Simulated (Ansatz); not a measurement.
The cell is COD entry 9000046, as deposited and not checked against the literature; nothing was relaxed. The listed cell was then made from it by scaling, straining or moving an atom.

C: DFT, PBEsol, all-electron PAW with datasets made for the crystal, scalar-relativistic (Ansatz 0.2.0). What sets it apart from a plain run of this crystal: equal xx and yy strain of -1 %.

Command: `ansatz run input.yaml --threads 1 --pin off --max-ram 3072MiB --backend cpu --events-out ev --progress --plain --runs-dir out` The run took 57 s on 1 thread of Arm Neoverse V2 (shared host), peak memory 1.1 GiB.

```yaml
crystal:
  lattice:
    - [0.0, 2.10573, 3.348]
    - [1.21572, 0.0, 3.348]
    - [1.21572, 2.10573, 0.0]
  atoms:
    - { symbol: C, position: [0.16667, 0.83333, 0.16667] }
    - { symbol: C, position: [0.83333, 0.16667, 0.83333] }
kpoints:
  mp_grid: { grid: [18, 18, 18] }
scf:
  occupations: { method: fermi_dirac, width: 0.05 }
hamiltonian:
  xc: pbesol
  pseudopotentials: { kind: all_electron, datasets: crystal }
output:
  forces: true
  stress: true
  eigenvalues: true
  efg: { contact_densities: true }
```

Output (standing set-up lines are left out):

```
hamiltonian.pseudopotentials.datasets: crystal makes datasets for this crystal and solves the spheres of its atoms anew in each pass: cutoff 620.0 eV, the density's 2480.0 eV; for an error of 0.50 meV an atom under PBE, 1.0 meV for the cell; an energy difference from a run of another recipe may be off by several times the error for the cell, under r2SCAN by more, where some 0.1 meV an atom stays at smaller errors; C in spheres of 0.699 Å, 4 of its electrons in bands
Pseudopotential: C, paw, valence charge 4, recommended cutoff 620 eV (normal), Koelling and Harmon's equation, gaussian nucleus
Crystal: 2 atoms, lattice volume = 17.142 Å³
Basis set: ecut = 620 eV, 593 PW (Γ), exchange–correlation on 72×60×40 points (8 copies of the dense FFT grid, shifted against one another)
PAW one-centre angular grid: C, 110 points (default); XC on its mesh's 1851 points in the sphere
iter 1 solved again at ethr=3.50e-2 eV; its pass at ethr=1.00e-1 eV (dr2=2.80e0 eV) is discarded
SCF iter   1: F=—  HF=-2066.304646 eV  |F-HF|=—  |Δ(HF+E_count)|=         —  Δρ=1.42e-1  dr2=2.87e0  ethr=3.50e-2  ⟨swp⟩=2.1  Hψ=51667  notcnv=0
preconditioner: auto → none  [metal: Δε(μ)=0.061 eV  Ē_g=20.993 eV  σ=0.050 eV  W_gap=0.29  n_scr=2 (ndim 8)  ℏωp=25.4 eV  f_vac=0.000  D(μ)=0.03/eV (n_scr^D=0)  sad-step TF]
SCF iter   2: F=—  HF=-2065.686635 eV  |F-HF|=—  |Δ(HF+E_count)|=   6.18e-1  Δρ=8.12e-2  dr2=1.11e0  ethr=3.50e-2  ⟨swp⟩=2.2  Hψ=15760  notcnv=0  defer=34
iter 3 solved again at ethr=1.12e-4 eV; its pass at ethr=1.39e-2 eV (dr2=8.97e-3 eV) is discarded
SCF iter   3: F=—  HF=-2065.218241 eV  |F-HF|=—  |Δ(HF+E_count)|=   4.68e-1  Δρ=1.05e-2  dr2=9.37e-3  ethr=1.12e-4  ⟨swp⟩=3.4  Hψ=46425  notcnv=0  defer=248
SCF iter   4: F=—  HF=-2065.217610 eV  |F-HF|=—  |Δ(HF+E_count)|=   6.30e-4  Δρ=1.69e-3  dr2=2.45e-4  ethr=1.12e-4  ⟨swp⟩=2.9  Hψ=16814  notcnv=0  defer=141
SCF iter   5: F=—  HF=-2065.218395 eV  |F-HF|=—  |Δ(HF+E_count)|=   7.85e-4  Δρ=2.13e-4  dr2=1.65e-6  ethr=3.07e-6  ⟨swp⟩=3.0  Hψ=21864  notcnv=0  defer=14
SCF iter   6: F=—  HF=-2065.218406 eV  |F-HF|=—  |Δ(HF+E_count)|=   1.05e-5  Δρ=3.96e-5  dr2=5.51e-8  ethr=2.06e-8  ⟨swp⟩=3.0  Hψ=14261  notcnv=0  defer=9
SCF iter   7: F=-2065.218406 eV  HF=-2065.218406 eV  |F-HF|=2.16e-10  |Δ(HF+E_count)|=   2.00e-7  Δρ=3.73e-6  dr2=1.01e-9  ethr=6.88e-10  ⟨swp⟩=3.0  Hψ=13819  notcnv=0  defer=7
SCF 1 converged in 7 iterations: F = -2065.218404 eV  dr2 = 1.01e-9
  Residual-converged pass: ⟨swp⟩=3.3  Hψ=14077  notcnv=0  max |occ|·‖R‖ = 5.3e-6 eV (tolerance 5.3e-6 eV)  dr2=1.04e-9  dr2_onsite=7.35e-10  max |Δocc| = 4.5e-11
  greatest PAW one-centre occupation: 0.295 electrons in one spin orbital (limit 2), on the C atom at site 1 (counted from 0), in its partial waves of l = 0
SCF converged after 7 iterations
Free energy (F): -2065.218404 eV
Harris-Foulkes:  -2065.218404 eV  (|F-HF|=2.16e-10)
Internal energy: -2065.218194 eV  (E = F + TS)
E sigma→0 (E₀):  -2065.218299 eV
Entropy (-TS):   -0.000210 eV (-0.105 meV/atom)
Past the cutoff: the bands carry plane waves up to 1.75 times it, of which those up to 1.5 times it add -0.000157 eV an atom, each by itself; the spheres take 0.000151 eV an atom off the energy for waves past 1.75 times it
By the cutoff:   a pressure is off by up to 0.007 GPa (1.2 times the spheres' own share and the shells' term, over an atom's volume, and 0.004 GPa: a bound that held against runs at twice the plane waves)
Past the cutoffs: a stress includes 0.0014 GPa for waves and charges beyond them, in addition to the slope of what the spheres take
In the spheres:  the bands' charges fall short by 2.5e-7 e at most (sound up to 1e-3)
Fermi energy:    7.443487 eV
--- Per-component energies (eV) ---
  The terms above E_closure are by the made datasets' own strengths, without shells solved beside the bands.
--- Forces (eV/Å), atoms counted from 1 ---
  atom   1  C      0.00000000     0.00373475     0.00000000
  atom   2  C     -0.00000000    -0.00373475    -0.00000000
  max |Σ_I F_I| component: 1.39e-17 eV/Å
--- Stress (GPa, compression-positive) ---
       14.839677       0.000000      -0.000000
        0.000000      14.328983      -0.000000
       -0.000000      -0.000000       1.753440
  P = ⅓ Tr σ = 10.3074 GPa (103.074 kbar)
--- PAW observables at the nuclei: V_zz in 10²¹ V/m², potentials from the cell's mean, atoms counted from 1 ---
  atom   1  C  V_zz =    +2.803671   η = 0.0012   by run symmetry: allowed
            electrostatic potential = -412.318564 V   contact ρ = 860.150161 e/Å³
  atom   2  C  V_zz =    +2.803671   η = 0.0012   by run symmetry: allowed
            electrostatic potential = -412.318564 V   contact ρ = 860.150161 e/Å³
--- Band table (eV; the first three rows and the last of 865) ---
  k-point 0: bands = ["-12.4993", "0.6027", "4.4797", "4.5037", "11.3521", "16.0235", "16.0947"]
  k-point 1: bands = ["-12.4217", "0.6705", "4.1977", "4.3219", "11.4822", "16.1136", "16.3754"]
  k-point 2: bands = ["-12.1892", "0.8748", "3.3739", "3.8848", "11.8707", "16.1709", "17.3001"]
  k-point 864: bands = ["-12.1907", "-1.4105", "4.4684", "4.4915", "15.9915", "16.0579", "17.7051"]
```
